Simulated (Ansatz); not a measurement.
# Rb (fcc): from the first guess to the electronic structure, part 2 of 2

Task: find the zero-pressure cell of Rb (fcc) and describe its electrons.

Ansatz 0.2.0; DFT r²SCAN, scalar-relativistic, plane waves, PAW (the target; the first runs use scalar-relativistic PBE).

## (6) Next volume: 92.413 Å³/atom

This is Rb in the fcc structure; at room conditions it is bcc.

Input file input.yaml:

```yaml
crystal:
  lattice:
    - [0.0, 3.5883957803, 3.5883957803]
    - [3.5883957803, 0.0, 3.5883957803]
    - [3.5883957803, 3.5883957803, 0.0]
  atoms:
    - { symbol: Rb, position: [0.0, 0.0, 0.0] }
basis:
  ecutwfc: 500
  ecutrho_ratio: 4
kpoints:
  mp_grid: { grid: [10, 10, 10] }
hamiltonian:
  xc: r2scan
scf:
  occupations: { method: gaussian, width: 0.05 }
output:
  forces: true
  stress: true
  eigenvalues: true
```

The program printed:

```text
Warning: RAYON_NUM_THREADS=2 ignored (pool sized by the plan → 2); use --threads N
Engine: ansatz 0.2.0, x86_64-unknown-linux-gnu
Pseudopotentials: kind: paw
Pseudopotential: Rb, paw, valence charge 9, recommended cutoff 500 eV (meta_gga), Rb.paw.azcp
Functional definition: r2SCAN
  parameter k0 = 0.174
  parameter k1 = 0.065
  parameter a1 = 4.9479
  exchange = r2scan_x(k0 = k0, k1 = k1, a1 = a1)
  correlation = r2scan_c
Crystal: 1 atoms, lattice volume = 92.413 Å³
Basis set: ecut = 500 eV, 2397 PW (Γ), exchange–correlation on 160×160×160 points (64 copies of the dense FFT grid, shifted against one another)
Bands: 9, of which v1, the nominal top of the filled ones, is band 5 counted from 1 (4 counted from 0)
Symmetry: 48 space group operations
Space group: Fm-3m (ITA 225), of the structure as read, at distance tolerance 4.5e-5 Å
k-points: 47 of 1000
Non-local potential: Rb, projectors of the file, l = 0: 3, l = 1: 2, l = 2: 2
PAW form: soft (Blöchl's): semilocal exchange-correlation on the pseudo side does not see the compensation charge
PAW frozen core: Rb, regenerated for the run's functional (the file was generated under x = pbe(κ = 0.804, μ = 0.2195149727645171), c = pbe(β = 0.06672455060314922))
PAW one-centre angular grid: Rb, 302 points (default); XC on 160 Gauss nodes
Initial density: superposition of atomic densities (neutral atoms: chi_scale 0, normalization atom), corrected by the library's trained network
Initial wavefunctions: pseudopotential atomic-orbital guess
Functional: x = r2scan, c = r2scan; τ floored in thin density (d = 2e-4 eV/Å³)
SCF iter   1: F=—  HF=-3277.990169 eV  |F-HF|=—  |Δ(HF+E_count)|=         —  Δρ=2.31e-3  dr2=1.78e-3  dr2_τ=5.85e-4  ethr=1.77e-3  ⟨swp⟩=7.1  Hψ=3601  notcnv=0
preconditioner: auto → none  [insulator: Δε(μ)=0.108 eV  Ē_g=3.804 eV  σ=0.050 eV  W_gap=0.54  n_scr=14 (ndim 8)  ℏωp=3.9 eV  f_vac=0.000  D(μ)=1.63/eV (n_scr^D=14)  ε∞_Penn≈2.0]
SCF iter   2: F=—  HF=-3277.993904 eV  |F-HF|=—  |Δ(HF+E_count)|=   3.73e-3  Δρ=1.34e-3  dr2=5.03e-4  dr2_τ=7.42e-5  ethr=1.98e-5  ⟨swp⟩=2.0  Hψ=1205  notcnv=0  defer=17
SCF iter   3: F=—  HF=-3277.995187 eV  |F-HF|=—  |Δ(HF+E_count)|=   1.28e-3  Δρ=9.57e-5  dr2=1.52e-5  dr2_τ=3.29e-6  ethr=5.58e-6  ⟨swp⟩=2.0  Hψ=766  notcnv=0  defer=17
SCF iter   4: F=—  HF=-3277.995173 eV  |F-HF|=—  |Δ(HF+E_count)|=   1.39e-5  Δρ=4.32e-5  dr2=1.19e-6  dr2_τ=1.54e-7  ethr=1.69e-7  ⟨swp⟩=2.3  Hψ=577  notcnv=0  defer=17
SCF iter   5: F=—  HF=-3277.995173 eV  |F-HF|=—  |Δ(HF+E_count)|=   1.04e-8  Δρ=3.48e-5  dr2=5.95e-7  dr2_τ=2.57e-7  ethr=1.32e-8  ⟨swp⟩=2.0  Hψ=574  notcnv=0  defer=17
SCF iter   6: F=—  HF=-3277.995173 eV  |F-HF|=—  |Δ(HF+E_count)|=   4.03e-8  Δρ=1.47e-5  dr2=1.11e-7  dr2_τ=4.22e-9  ethr=6.61e-9  ⟨swp⟩=2.4  Hψ=568  notcnv=0  defer=17
SCF iter   7: F=-3277.995173 eV  HF=-3277.995173 eV  |F-HF|=1.62e-9  |Δ(HF+E_count)|=   2.99e-8  Δρ=2.71e-6  dr2=4.03e-9  dr2_τ=9.23e-11  ethr=1.11e-9  ⟨swp⟩=7.0  Hψ=2095  notcnv=0
SCF 1 converged in 7 iterations: F = -3277.995173 eV  dr2 = 4.03e-9
SCF converged after 7 iterations
Free energy (F): -3277.995173 eV
Harris-Foulkes:  -3277.995173 eV  (|F-HF|=1.62e-9)
Internal energy: -3277.993156 eV  (E = F + TS)
E sigma→0 (E₀):  -3277.994164 eV
Entropy (-TS):   -0.002017 eV (-2.017 meV/atom)
Fermi energy:    1.891540 eV
--- Per-component energies (eV) ---
  E_band       = -125.333474
  E_kinetic    = 191.320863
  E_local      = -711.353252  (includes V_loc(G=0)·N_el)
  E_nonlocal   = 172.517442
  E_hartree    = 200.092822
  E_xc         = -123.035920
  E_vxc        = -148.767843  (∫ρ·V_xc dr)
  E_paw        = -2634.822572  (= ΣΔE_a)
  E_vpaw       = -37.521588  (= ΣTr[D̂ρ^β])
  E_aug_tail   = -0.000000  (compensation charges beyond the density's cutoff)
  E_vtau       = 8.285778  (kinetic-family band-sum trace: ∫τ·v_τ [+ j·A + Jᵃ·Aᵃ] dr)
  E_ewald      = -372.565611
  E_core_change = -0.146927  (= ΣΔE_core)
  E_smearing   = -0.002017  (= −TS)
  E_closure    = -0.000000  (closes the sum)
  Σ components = -3277.995173   (vs F -3277.995173, Δ=0.00e0)
--- Forces (eV/Å), atoms counted from 1 ---
  atom   1  Rb    -0.00000000    -0.00000000    -0.00000000
  max |Σ_I F_I| component: 8.47e-33 eV/Å
--- Stress (GPa, compression-positive) ---
        0.090888       0.000000      -0.000000
        0.000000       0.090888       0.000000
       -0.000000      -0.000000       0.090888
  P = ⅓ Tr σ = 0.0909 GPa (0.909 kbar)
--- Band table (eV; the first three rows and the last of 47) ---
  k-point 0: bands = ["-28.1765", "-11.6532", "-11.6532", "-11.6532", "-0.1451", "5.9270", "5.9270", "5.9270", "7.3689"]
  k-point 1: bands = ["-28.1761", "-11.6622", "-11.6543", "-11.6543", "-0.0282", "5.5611", "5.9743", "5.9743", "7.2219"]
  k-point 2: bands = ["-28.1752", "-11.6856", "-11.6574", "-11.6574", "0.3130", "4.8356", "6.0198", "6.0198", "7.0864"]
  k-point 46: bands = ["-28.1714", "-11.7215", "-11.7050", "-11.6872", "3.0671", "3.4790", "3.6476", "4.9980", "7.5804"]
```

Wall time 3.1 s (2 threads of an x86-64 CPU, shared host); peak memory 0.64 GiB.

This gives: volume 92.413 Å³/atom, pressure 0.09 GPa, a metal on this mesh.

## (7) Next volume: 95.534 Å³/atom

Changes to input.yaml since step 6:

```diff
@@ -2,5 +2,5 @@
   lattice:
-    - [0.0, 3.5883957803, 3.5883957803]
-    - [3.5883957803, 0.0, 3.5883957803]
-    - [3.5883957803, 3.5883957803, 0.0]
+    - [0.0, 3.6283532431, 3.6283532431]
+    - [3.6283532431, 0.0, 3.6283532431]
+    - [3.6283532431, 3.6283532431, 0.0]
   atoms:
```

The program printed:

```text
Warning: RAYON_NUM_THREADS=2 ignored (pool sized by the plan → 2); use --threads N
[... 9 set-up lines as earlier in the session ...]
Crystal: 1 atoms, lattice volume = 95.534 Å³
Basis set: ecut = 500 eV, 2421 PW (Γ), exchange–correlation on 160×160×160 points (64 copies of the dense FFT grid, shifted against one another)
Bands: 9, of which v1, the nominal top of the filled ones, is band 5 counted from 1 (4 counted from 0)
[... 1 set-up line as earlier in the session ...]
Space group: Fm-3m (ITA 225), of the structure as read, at distance tolerance 4.6e-5 Å
k-points: 47 of 1000
[... 7 set-up lines as earlier in the session ...]
SCF iter   1: F=—  HF=-3277.990779 eV  |F-HF|=—  |Δ(HF+E_count)|=         —  Δρ=2.28e-3  dr2=1.86e-3  dr2_τ=5.79e-4  ethr=1.77e-3  ⟨swp⟩=7.1  Hψ=3605  notcnv=0
preconditioner: auto → none  [insulator: Δε(μ)=0.112 eV  Ē_g=3.755 eV  σ=0.050 eV  W_gap=0.56  n_scr=14 (ndim 8)  ℏωp=3.8 eV  f_vac=0.000  D(μ)=1.64/eV (n_scr^D=14)  ε∞_Penn≈2.0]
SCF iter   2: F=—  HF=-3277.994710 eV  |F-HF|=—  |Δ(HF+E_count)|=   3.93e-3  Δρ=1.31e-3  dr2=5.01e-4  dr2_τ=7.45e-5  ethr=2.07e-5  ⟨swp⟩=2.0  Hψ=1205  notcnv=0  defer=17
SCF iter   3: F=—  HF=-3277.996031 eV  |F-HF|=—  |Δ(HF+E_count)|=   1.32e-3  Δρ=1.05e-4  dr2=1.58e-5  dr2_τ=3.15e-6  ethr=5.56e-6  ⟨swp⟩=2.0  Hψ=765  notcnv=0  defer=17
SCF iter   4: F=—  HF=-3277.996011 eV  |F-HF|=—  |Δ(HF+E_count)|=   1.99e-5  Δρ=4.05e-5  dr2=1.15e-6  dr2_τ=1.04e-7  ethr=1.76e-7  ⟨swp⟩=2.4  Hψ=576  notcnv=0  defer=17
SCF iter   5: F=—  HF=-3277.996011 eV  |F-HF|=—  |Δ(HF+E_count)|=   7.09e-8  Δρ=1.61e-5  dr2=1.22e-7  dr2_τ=5.34e-8  ethr=1.28e-8  ⟨swp⟩=2.0  Hψ=574  notcnv=0  defer=17
SCF iter   6: F=-3277.996011 eV  HF=-3277.996011 eV  |F-HF|=3.32e-9  |Δ(HF+E_count)|=   5.31e-8  Δρ=5.97e-6  dr2=1.97e-8  dr2_τ=2.80e-9  ethr=1.11e-9  ⟨swp⟩=7.5  Hψ=2318  notcnv=0
SCF 1 converged in 6 iterations: F = -3277.996011 eV  dr2 = 1.97e-8
SCF converged after 6 iterations
Free energy (F): -3277.996011 eV
Harris-Foulkes:  -3277.996011 eV  (|F-HF|=3.32e-9)
Internal energy: -3277.993990 eV  (E = F + TS)
E sigma→0 (E₀):  -3277.995000 eV
Entropy (-TS):   -0.002022 eV (-2.022 meV/atom)
Fermi energy:    1.756532 eV
--- Per-component energies (eV) ---
  E_band       = -126.681389
  E_kinetic    = 191.250416
  E_local      = -718.145337  (includes V_loc(G=0)·N_el)
  E_nonlocal   = 172.485122
  E_hartree    = 202.833704
  E_xc         = -122.990980
  E_vxc        = -148.717317  (∫ρ·V_xc dr)
  E_paw        = -2634.817278  (= ΣΔE_a)
  E_vpaw       = -37.516026  (= ΣTr[D̂ρ^β])
  E_aug_tail   = -0.000000  (compensation charges beyond the density's cutoff)
  E_vtau       = 8.296835  (kinetic-family band-sum trace: ∫τ·v_τ [+ j·A + Jᵃ·Aᵃ] dr)
  E_ewald      = -368.462709
  E_core_change = -0.146927  (= ΣΔE_core)
  E_smearing   = -0.002022  (= −TS)
  E_closure    = -0.000000  (closes the sum)
  Σ components = -3277.996011   (vs F -3277.996011, Δ=0.00e0)
--- Forces (eV/Å), atoms counted from 1 ---
  atom   1  Rb    -0.00000000    -0.00000000     0.00000000
  max |Σ_I F_I| component: 1.64e-32 eV/Å
--- Stress (GPa, compression-positive) ---
       -0.002469       0.000000      -0.000000
        0.000000      -0.002469       0.000000
        0.000000       0.000000      -0.002469
  P = ⅓ Tr σ = -0.0025 GPa (-0.025 kbar)
--- Band table (eV; the first three rows and the last of 47) ---
  k-point 0: bands = ["-28.3308", "-11.8100", "-11.8100", "-11.8100", "-0.2370", "5.7619", "5.7619", "5.7619", "7.1737"]
  k-point 1: bands = ["-28.3305", "-11.8180", "-11.8111", "-11.8111", "-0.1234", "5.4004", "5.8075", "5.8075", "7.0302"]
  k-point 2: bands = ["-28.3297", "-11.8389", "-11.8138", "-11.8138", "0.2088", "4.6808", "5.8510", "5.8510", "6.8971"]
  k-point 46: bands = ["-28.3265", "-11.8710", "-11.8562", "-11.8405", "2.9421", "3.3154", "3.4988", "4.7901", "7.3461"]
```

Wall time 3.4 s (2 threads of an x86-64 CPU, shared host); peak memory 0.66 GiB.

In short: volume 95.534 Å³/atom, pressure 0.00 GPa, metallic.

## (8) The way to zero pressure

| step | level | mesh | relaxed | volume (Å³/atom) | pressure (GPa) |
| --- | --- | --- | --- | --- | --- |
| 2 | PBE | 6×6×6 | nothing | 87.338 | 0.16 |
| 3 | PBE | 6×6×6 | nothing | 87.688 | 0.14 |
| 4 | PBE | 6×6×6 | nothing | 92.044 | 0.00 |
| 5 | r²SCAN | 10×10×10 | nothing | 92.044 | 0.10 |
| 6 | r²SCAN | 10×10×10 | nothing | 92.413 | 0.09 |
| 7 | r²SCAN | 10×10×10 | nothing | 95.534 | 0.00 |

How the cell compares, before and after:

| cell as typed | before | after | change |
| --- | --- | --- | --- |
| a (Å) | 4.980 | 5.131 | +3.0 % |
| b (Å) | 4.980 | 5.131 | +3.0 % |
| c (Å) | 4.980 | 5.131 | +3.0 % |
| volume (Å³/atom) | 87.338 | 95.534 | +9.4 % |
| shortest distance (Å) | 4.980 | 5.131 | +3.0 % |
| space group | Fm-3m | Fm-3m | same |

## (9) A single point with the electronic structure

Changes to input.yaml since step 7:

```diff
@@ -12,2 +12,7 @@
   mp_grid: { grid: [10, 10, 10] }
+  band_path:
+    path:
+      - [[0.0, 0.0, 0.0], [0.5, 0.0, 0.5], [0.625, 0.25, 0.625]]
+      - [[0.375, 0.375, 0.75], [0.0, 0.0, 0.0], [0.5, 0.5, 0.5], [0.5, 0.25, 0.75], [0.5, 0.0, 0.5]]
+    npoints: 14
 hamiltonian:
@@ -16,2 +21,3 @@
   occupations: { method: gaussian, width: 0.05 }
+  n_extra_bands: 10
 output:
@@ -20 +26,4 @@
   eigenvalues: true
+  populations: true
+  dos: { projected: true, de: 0.02, nscf_kmesh: { grid: [15, 15, 15] } }
+  bader: true
```

The program printed:

```text
Warning: RAYON_NUM_THREADS=2 ignored (pool sized by the plan → 2); use --threads N
scf.n_extra_bands = 10 over 5 filled bands (N_el = 9.0): the run solves 15 bands
[... 9 set-up lines as earlier in the session ...]
Crystal: 1 atoms, lattice volume = 95.534 Å³
Basis set: ecut = 500 eV, 2421 PW (Γ), exchange–correlation on 160×160×160 points (64 copies of the dense FFT grid, shifted against one another)
Bands: 15, of which v1, the nominal top of the filled ones, is band 5 counted from 1 (4 counted from 0)
[... 2 set-up lines as earlier in the session ...]
k-points: 47 of 1000
[... 7 set-up lines as earlier in the session ...]
SCF iter   1: F=—  HF=-3277.991429 eV  |F-HF|=—  |Δ(HF+E_count)|=         —  Δρ=2.28e-3  dr2=1.75e-3  dr2_τ=6.26e-4  ethr=1.77e-3  ⟨swp⟩=8.4  Hψ=5076  notcnv=0  defer=20
preconditioner: auto → none  [insulator: Δε(μ)=0.112 eV  Ē_g=6.399 eV  σ=0.050 eV  W_gap=0.54  n_scr=14 (ndim 8)  ℏωp=3.8 eV  f_vac=0.000  D(μ)=1.63/eV (n_scr^D=14)  ε∞_Penn≈1.4]
SCF iter   2: F=—  HF=-3277.994671 eV  |F-HF|=—  |Δ(HF+E_count)|=   3.24e-3  Δρ=1.31e-3  dr2=5.16e-4  dr2_τ=7.95e-5  ethr=1.94e-5  ⟨swp⟩=2.0  Hψ=1592  notcnv=0  defer=194
SCF iter   3: F=—  HF=-3277.996014 eV  |F-HF|=—  |Δ(HF+E_count)|=   1.34e-3  Δρ=7.94e-5  dr2=8.98e-6  dr2_τ=1.70e-6  ethr=5.73e-6  ⟨swp⟩=2.0  Hψ=975  notcnv=0  defer=194
SCF iter   4: F=—  HF=-3277.996011 eV  |F-HF|=—  |Δ(HF+E_count)|=   3.42e-6  Δρ=3.50e-5  dr2=5.11e-7  dr2_τ=4.50e-8  ethr=9.98e-8  ⟨swp⟩=2.0  Hψ=678  notcnv=0  defer=194
SCF iter   5: F=—  HF=-3277.996011 eV  |F-HF|=—  |Δ(HF+E_count)|=   2.39e-7  Δρ=2.08e-5  dr2=1.43e-7  dr2_τ=6.31e-8  ethr=5.68e-9  ⟨swp⟩=2.0  Hψ=722  notcnv=0  defer=194
SCF iter   6: F=-3277.996011 eV  HF=-3277.996011 eV  |F-HF|=3.06e-9  |Δ(HF+E_count)|=   2.40e-7  Δρ=6.13e-6  dr2=1.34e-8  dr2_τ=7.87e-10  ethr=1.11e-9  ⟨swp⟩=10.4  Hψ=4180  notcnv=0
SCF 1 converged in 6 iterations: F = -3277.996011 eV  dr2 = 1.34e-8
NSCF: frozen V_eff on 86 k-points
NSCF: frozen V_eff on 120 k-points
SCF converged after 6 iterations
Free energy (F): -3277.996011 eV
Harris-Foulkes:  -3277.996011 eV  (|F-HF|=3.06e-9)
Internal energy: -3277.993990 eV  (E = F + TS)
E sigma→0 (E₀):  -3277.995000 eV
Entropy (-TS):   -0.002022 eV (-2.022 meV/atom)
Fermi energy:    1.756532 eV
--- Per-component energies (eV) ---
  E_band       = -126.680622
  E_kinetic    = 191.250101
  E_local      = -718.144541  (includes V_loc(G=0)·N_el)
  E_nonlocal   = 172.484858
  E_hartree    = 202.833340
  E_xc         = -122.990887
  E_vxc        = -148.717179  (∫ρ·V_xc dr)
  E_paw        = -2634.817224  (= ΣΔE_a)
  E_vpaw       = -37.515966  (= ΣTr[D̂ρ^β])
  E_aug_tail   = -0.000000  (compensation charges beyond the density's cutoff)
  E_vtau       = 8.296821  (kinetic-family band-sum trace: ∫τ·v_τ [+ j·A + Jᵃ·Aᵃ] dr)
  E_ewald      = -368.462709
  E_core_change = -0.146927  (= ΣΔE_core)
  E_smearing   = -0.002022  (= −TS)
  E_closure    = -0.000000  (closes the sum)
  Σ components = -3277.996011   (vs F -3277.996011, Δ=0.00e0)
--- Forces (eV/Å), atoms counted from 1 ---
  atom   1  Rb    -0.00000000    -0.00000000     0.00000000
  max |Σ_I F_I| component: 1.64e-32 eV/Å
--- Stress (GPa, compression-positive) ---
       -0.002442       0.000000      -0.000000
       -0.000000      -0.002442      -0.000000
       -0.000000      -0.000000      -0.002442
  P = ⅓ Tr σ = -0.0024 GPa (-0.024 kbar)
--- Band table (eV; the first three rows and the last of 47) ---
  k-point 0: bands = ["-28.3307", "-11.8099", "-11.8099", "-11.8099", "-0.2371", "5.7620", "5.7620", "5.7620", "7.1738", "7.1738", "8.0759", "9.5522", "9.5522", "9.5522", "10.6600"]
  k-point 1: bands = ["-28.3304", "-11.8179", "-11.8110", "-11.8110", "-0.1234", "5.4005", "5.8075", "5.8075", "7.0303", "7.0303", "8.4542", "9.0025", "9.8768", "9.8768", "11.3758"]
  k-point 2: bands = ["-28.3296", "-11.8388", "-11.8137", "-11.8137", "0.2088", "4.6809", "5.8511", "5.8511", "6.8972", "6.8972", "8.0905", "9.5821", "10.5563", "10.5563", "10.8518"]
  k-point 46: bands = ["-28.3263", "-11.8709", "-11.8561", "-11.8404", "2.9421", "3.3154", "3.4989", "4.7902", "7.3462", "7.8545", "7.9375", "8.3853", "9.4748", "11.5013", "12.3124"]
--- Löwdin populations: 1 site ---
  site symbol       q [e]
     0     Rb      8.9554
  spilling = 0.004956 (of n_electrons = 9.000000)
--- Bader charges: 1 site ---
  site symbol  charge [e]  shift [e] shared [e]
     0     Rb      0.0397     0.0000     0.0000
  maxima off the nuclei: 2, with 0.0397 electrons
  on the straight line to a nucleus their density falls by 1.5e-3 of itself; PAW files or a low cutoff
  can make one that falls by little (a run on other files and one at a higher cutoff tell): if they did, read the shared
  charge, to which what the maxima have on the atom's side is counted
  estimated error of the sums over rays = 5.1e-5 e
```

Run time: 12 s. Hardware: 2 threads of an x86-64 CPU, shared host; peak memory 0.66 GiB.

In short: volume 95.534 Å³/atom, pressure 0.00 GPa, no gap.

Levels next to the Fermi level at the named points, in eV from the Fermi level:

| point | filled | empty |
| --- | --- | --- |
| Γ | -1.99 | 4.00 4.00 4.00 |
| X |  | 0.77 1.41 2.06 |
| U |  | 1.08 1.54 1.55 |
| K |  | 1.08 1.54 1.55 |
| L |  | 0.30 0.59 3.77 |
| W |  | 1.25 1.64 1.64 |

Where fewer filled levels are listed, no further ones lie within 9 eV under the Fermi level in the band file.

Bands that cross the Fermi level on the path (counted from 0), with the number of crossings: 4: 3.

The density of states, summed over windows 1 eV wide (Fermi level at zero):

| from | to | total | Rb 5s |
| --- | --- | --- | --- |
| -7 | -6 | 0.00 | 0.00 |
| -6 | -5 | 0.00 | 0.00 |
| -5 | -4 | 0.00 | 0.00 |
| -4 | -3 | 0.00 | 0.00 |
| -3 | -2 | 0.00 | 0.00 |
| -2 | -1 | 0.30 | 0.29 |
| -1 | 0 | 0.65 | 0.60 |
| 0 | 1 | 1.11 | 0.65 |
| 1 | 2 | 1.63 | 0.19 |
| 2 | 3 | 1.49 | 0.02 |
| 3 | 4 | 1.76 | 0.09 |
| 4 | 5 | 2.18 | 0.03 |
| 5 | 6 | 2.06 | 0.04 |

The projection uses the shells of the potentials' files: it has no valence p orbitals on Rb, nor d on Rb, so such weight is missing from the shares.

## (10) What came out

The summary covers parts 1 to 2. Changes of volume or cell count from the first structure of part 1.

```
                 quantity                                                                      value
              space group                                                            Fm-3m (No. 225)
        conventional cell  a = 7.257 Å, b = 7.257 Å, c = 7.257 Å, α = 90.00°, β = 90.00°, γ = 90.00°
                   volume                                                             95.534 Å³/atom
                 pressure                                                                   0.00 GPa
                      gap                                                               none (metal)
states at the Fermi level                                                       0.85 per eV per cell
```

Over the 6 runs shown the cell moved from 87.34 to 95.53 Å³/atom, a change of +9.4 %, where the pressure is zero within 0.01 GPa. r²SCAN puts the volume about 4 % above the PBE estimate, which also had a coarser mesh. It comes out metallic.
